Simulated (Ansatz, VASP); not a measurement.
## One calculation of Bi2Te, two programs

File INCAR:

```
SYSTEM = Bi2Te
ALGO     = Fast           ! electronic algorithm
EDIFF    = 1E-7           ! SCF threshold, eV
ENCUT    = 520            ! plane-wave cutoff, eV
GGA      = PE             ! functional
ISIF     = 2              ! what is computed and relaxed
ISMEAR   = 0              ! smearing method
LASPH    = .True.         ! aspherical terms in the spheres
LCHARG   = .True.         ! write CHGCAR
LELF     = .True.         ! ELF
LREAL    = .False.        ! projectors in reciprocal space
LVHAR    = .True.       
LWAVE    = .False.        ! write WAVECAR
NBANDS   = 25             ! bands
NELM     = 100            ! most SCF steps
PREC     = Accurate       ! precision mode
SIGMA    = 0.1            ! smearing width, eV
```

The input KPOINTS:

```
k-points
0
Gamma
  4 4 4
  0 0 0
```

Contents of POSCAR:

```
Bi2Te
1.0
   -2.6978533800      2.9744203800      3.5001589000
    2.6978533800     -2.9744203800      3.5001589000
    2.6978533800      2.9744203800     -3.5001589000
Bi Te
2 1
Direct
    0.5000000000      0.5000000000      0.0000000000
    0.0000000000      0.0000000000      0.0000000000
    0.0000000000      0.5000000000      0.5000000000
```

Input for Ansatz:

```yaml
crystal:
  lattice:
    - [-2.69785338, 2.97442038, 3.5001589]
    - [2.69785338, -2.97442038, 3.5001589]
    - [2.69785338, 2.97442038, -3.5001589]
  atoms:
    - { symbol: Bi, position: [0.5, 0.5, 0.0] }
    - { symbol: Bi, position: [0.0, 0.0, 0.0] }
    - { symbol: Te, position: [0.0, 0.5, 0.5] }
basis:
  ecutwfc: 420
kpoints:
  mp_grid: { grid: [4, 4, 4] }
hamiltonian:
  xc: pbe
scf:
  occupations: { method: gaussian, width: 0.1 }
  lower_state_search: "off"
output:
  forces: true
  stress: true
  eigenvalues: true
```

Alike in both runs: task single point; functional PBE; k mesh 4 × 4 × 4; occupations gaussian, width 0.1 eV; no spin polarisation.

|  | VASP | Ansatz |
| --- | --- | --- |
| version | VASP 6.6.1 | Ansatz 0.2.0 |
| potentials or method | VASP PAW PBE potentials, release 64 (Bi_d, Te) | scalar-relativistic, plane waves, PAW |
| plane-wave cutoff (eV) | 520 | 420 |
| valence electrons in the cell | 36 | 46 |

VASP gave:

```
gap on the k mesh at the Fermi level (eV)       : none
pressure (GPa)                                  : 6.5
largest component of the traceless stress (GPa) : 12.13
```

**Question.** Estimate Ansatz's values.

**Answer.** gap on the k mesh at the Fermi level (eV): none; pressure (GPa): 6.6; largest component of the traceless stress (GPa): 12.24.

A gap of «none» marks a metal or a gap that the smearing closes. The two sets of potentials don't hold the same shells in valence.

Caveats: the k mesh is coarse (spacing up to 0.39 Å⁻¹), so the values aren't converged; spin-orbit coupling is left out, which moves the levels of the heavy elements.
